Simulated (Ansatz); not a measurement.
**La2O3: checking a database structure before trusting its electric field gradients**

The cell is a COD entry, taken as it stands.

```yaml
crystal:
  lattice:
    - [3.93000, 0.00000, 0.00000]
    - [-1.96500, 3.40348, 0.00000]
    - [0.00000, 0.00000, 6.12000]
  atoms:
    - { symbol: La, position: [0.33333, 0.66667, 0.25000] }
    - { symbol: La, position: [0.66667, 0.33333, 0.75000] }
    - { symbol: O, position: [0.25000, 0.25000, 0.00000] }
    - { symbol: O, position: [0.75000, 0.00000, 0.00000] }
    - { symbol: O, position: [0.00000, 0.75000, 0.00000] }
```

Sites (sets of like atoms) are named by element and the number of their first atom in this list.

Method: Kohn–Sham DFT in Ansatz, PBE, plane waves and PAW, scalar-relativistic, 420 eV cutoff, Γ-centred 9×9×5 k-points, Fermi–Dirac smearing 0.02 eV.

(1) Do the atoms and the cell lie near the calculated equilibrium?

Answers

(1) No. The largest force is 7.8 eV/Å, on atom 3 (O: 2 La at 2.14 Å, angle 125°; also 2 La at 2.91 Å), and the pressure is 41.5 GPa. Such values can come from a cell under pressure, imprecise or misplaced coordinates, missing atoms or a wrong setting of the space group; the run alone doesn't tell which, and gradients calculated on this entry can't be taken for those of the compound at ambient conditions.
